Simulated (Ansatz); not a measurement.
Before relaxation, H put at a bridge Al-Al site (Al, Fm-3m (No. 225), (1 1 0) face):

```
Al H
1.0
     2.83943    0.00000    0.00000
     0.00000    4.01556    0.00000
     0.00000    0.00000   26.09857
Al H
6 1
Cartesian
  1.4197 2.0078 8.5000
  0.0000 0.0000 9.9197
  1.4197 2.0078 11.3394
  0.0000 0.0000 12.6921
  1.4197 2.0078 14.1745
  0.0000 0.0000 15.4350
  0.0000 2.0078 14.7350
```

The calculation used DFT PBEsol, scalar-relativistic, plane waves, PAW (Ansatz 0.2.0). Settings: cutoff 420 eV, Γ-centred mesh 10×7×1 on the computed 7-atom cell, Gaussian smearing of 0.10 eV; no spin polarisation. The cell repeats along c with a dipole correction in the vacuum.

Atoms 1, 2, 3 (counted from 1) are held. The cell is fixed. Force threshold 0.03 eV/Å.

```
step E − E_final (eV) largest force (eV/Å)
   1             1.107                 2.228
   2             0.669                 1.903
   3             0.247                 0.891
   4             0.114                 0.478
   5             0.043                 0.209
   6             0.013                 0.062
   7             0.005                 0.039
   8             0.000                 0.060
   9             0.000                 0.028
  10             0.000                 0.028
  11             0.000                 0.027
```

**Question.** What is the final structure?

**Answer.**
```
CELL_PARAMETERS angstrom
2.83943 0.00000 0.00000
0.00000 4.01556 0.00000
0.00000 0.00000 26.09857
ATOMIC_POSITIONS crystal
Al 0.50000 0.50000 0.32569
Al 0.00000 0.00000 0.38009
Al 0.50000 0.50000 0.43448
Al 0.00000 0.00000 0.49060
Al 0.50000 0.50000 0.54625
Al 0.00000 0.00000 0.60014
H 0.00000 0.50000 0.61263
```

The end is the local minimum or symmetric point that this start leads to. The slab is only 7.1 Å thick, so the energy isn't converged with thickness.

Cost: 1 run of about 1.2 core-minutes, on Intel Xeon 6975P-C (Granite Rapids) (shared hosts).